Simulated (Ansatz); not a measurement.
**Phases of In at 6.2 GPa**

Structure types of In are relaxed in primitive cells with their symmetry kept at 6.2 GPa, first on PAW files, then by LAPW. The enthalpy is E + pV at zero temperature, without zero-point motion. Only the types listed were tried, and differences under about 5 meV/atom are mesh noise. Not among the end structures: fcc, which may lie lower.

Level of theory: DFT with PBE, scalar-relativistic, in Ansatz 0.2.0; Fermi–Dirac smearing of 0.05 eV, no spin polarisation. LAPW: all electrons, basis error target 0.5 meV/atom; PAW: frozen-core files, cutoff 420 eV.

k meshes: bcc 15×15×15, hcp 14×14×8, diamond 11×11×11, beta tin 14×14×14, omega 7×7×10.

Task: Which type is lowest in enthalpy, and by how much?

Result: hcp, 9 meV/atom below bcc. The whole table:

```json
{"start type": "bcc", "ends as": "bcc, Im-3m", "a, b, c (Å)": "3.653, 3.653, 3.653", "V (Å³/atom)": "24.37", "H − H(lowest), LAPW (meV/atom)": "9.0", "same, PAW": "9.0"}
{"start type": "hcp", "ends as": "hcp, P6_3/mmc", "a, b, c (Å)": "3.225, 3.225, 5.406", "V (Å³/atom)": "24.35", "H − H(lowest), LAPW (meV/atom)": "0.0", "same, PAW": "0.0"}
{"start type": "diamond", "ends as": "diamond, Fd-3m", "a, b, c (Å)": "6.342, 6.342, 6.342", "V (Å³/atom)": "31.89", "H − H(lowest), LAPW (meV/atom)": "670.1", "same, PAW": "669.8"}
{"start type": "beta tin", "ends as": "beta tin, I4_1/amd", "a, b, c (Å)": "5.747, 5.747, 3.039", "V (Å³/atom)": "25.09", "H − H(lowest), LAPW (meV/atom)": "94.8", "same, PAW": "94.6"}
{"start type": "omega", "ends as": "omega, P6/mmm", "a, b, c (Å)": "5.174, 5.174, 3.174", "V (Å³/atom)": "24.53", "H − H(lowest), LAPW (meV/atom)": "10.6", "same, PAW": "10.5"}
```

Task: Split the lead of hcp over bcc into energy and pV.

Result: For bcc less hcp: ΔE = +8.2 meV/atom, and p·ΔV = 6.2 GPa × +0.0194 Å³ × 6.242 meV/(GPa·Å³) = +0.8 meV/atom, together 9.0 meV/atom. hcp wins on both counts.
